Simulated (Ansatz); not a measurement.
`F[BH][SnH2][SiH3]` + `CC(=O)O` → `CC(=O)OBF` + `[SiH3][SnH3]` at 400 K and 1 bar (cleavage of the B–Sn bond).

Isolated molecules relaxed with PBE0-D4/def2-TZVP in Ansatz; ΔE leaves out vibrations. CCSD(T)/CBS is the MP2 limit (def2-TZVPP, def2-QZVPP) plus CCSD(T) − MP2 in def2-TZVPP, frozen cores. Elements past krypton have def2 core potentials. For Sn outer-core shells are correlated without core-valence functions, which leaves a few kJ/mol of doubt a bond. One conformer a species, not always the lowest.

| species | CCSD(T)/CBS energy (Eh) | H − E (kJ/mol) | S (J/(mol·K)) |
| --- | --- | --- | --- |
| `F[BH][SnH2][SiH3]` | -631.31705 | 176.1 | 426.7 |
| `CC(=O)O` | -228.87529 | 185.0 | 309.7 |
| `CC(=O)OBF` | -353.55713 | 208.8 | 372.8 |
| `[SiH3][SnH3]` | -506.68362 | 143.7 | 335.4 |

H − E and S are ideal-gas, rigid-rotor, harmonic terms from PBE0-D4/def2-TZVP, for one conformer and one mirror image of each species. 1 Eh = 2625.50 kJ/mol, R = 8.31446 J/(mol·K).

Task: By hand: ΔE, ΔH, ΔS and ΔG.

Result: ΔE = (-353.55713) + (-506.68362) − (-631.31705) − (-228.87529) = -0.04841 Eh = -127.1 kJ/mol. Δ(H − E) = 208.8 + 143.7 − 176.1 − 185.0 = -8.6, so ΔH = -135.7 kJ/mol. ΔS = 372.8 + 335.4 − 426.7 − 309.7 = -28.2 J/(mol·K). ΔG = -135.7 − 400 × (-28.2)/1000 = -124.4 kJ/mol.

Task: By hand: the equilibrium constant, and the temperature at which ΔG would vanish if ΔH and ΔS stayed fixed.

Result: log₁₀ K = −ΔG/(RT ln 10) = 16.2. ΔG = 0 at ΔH/ΔS = 4812 K, far beyond where these terms or the molecules hold.

ΔH outweighs TΔS. A doubt of 5 kJ/mol in ΔE shifts log₁₀ K by 0.7 here. Other conformers and mirror images would add mixing entropy, several J/(mol·K) or more a flexible species. Modes under 60 cm⁻¹, often nearly free rotors, make the harmonic entropy too high. These are equilibria of isolated gas molecules and say nothing of rates. Largest T1 diagnostic: 0.015 (customary marks: 0.02 for closed shells, 0.045 for open ones).
